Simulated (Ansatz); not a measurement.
The system is CuO.

```
Cu O
1.0
     0.18960   -2.17229   -2.04314
    -2.01972    0.10630   -1.95984
     2.38320    2.28584   -4.38944
Cu O
2 2
Direct
  0.45623 0.53069 0.48541
  0.97428 0.98587 0.02436
  0.80166 0.74472 0.73928
  0.26782 0.23873 0.25095
```

The cell comes from a database or a generator and needn't be the stable form of this composition.

The cell isn't the ideal one: all atoms moved at random, sigma 0.1 Å a component, cell strained at random, sigma 0.1.

Base run:

| Item | Value |
| --- | --- |
| Program | Ansatz 0.2.0 |
| Functional | r2SCAN |
| Potentials or basis | Ansatz PAW |
| Cutoff | 500 eV (not typed: the program's choice for these potentials) |
| k mesh | 10 × 10 × 5 |
| Occupations | fermi-dirac, width 0.05 eV |
| Spin | no spin polarisation |

Its results: band gap on the k mesh none (metal or under the smearing width); pressure -10.8 GPa; largest force 1.654 eV/Å.

Q: The run is repeated on the same cell with these changes: hubbard terms from none to Cu d U = 3 eV; hubbard projectors from none to ortho-atomic (the default). What comes out?

A: Band gap on the k mesh none (metal or under the smearing width); pressure -9.4 GPa; largest force 1.632 eV/Å.

Caveats: the run has no spin polarisation, though such a crystal can be magnetic; the PAW data sets come from PBE, with cores solved anew for the run's functional, which leaves a small shift of forces and pressure; forces of over 1 eV/Å show positions far from the minimum, so gaps and moduli don't describe the material at rest; semilocal functionals often make such compounds metallic where correlation or magnetic order opens a gap, which also shifts bond lengths (some runs); U without spin polarisation on a metal has little footing (some runs).
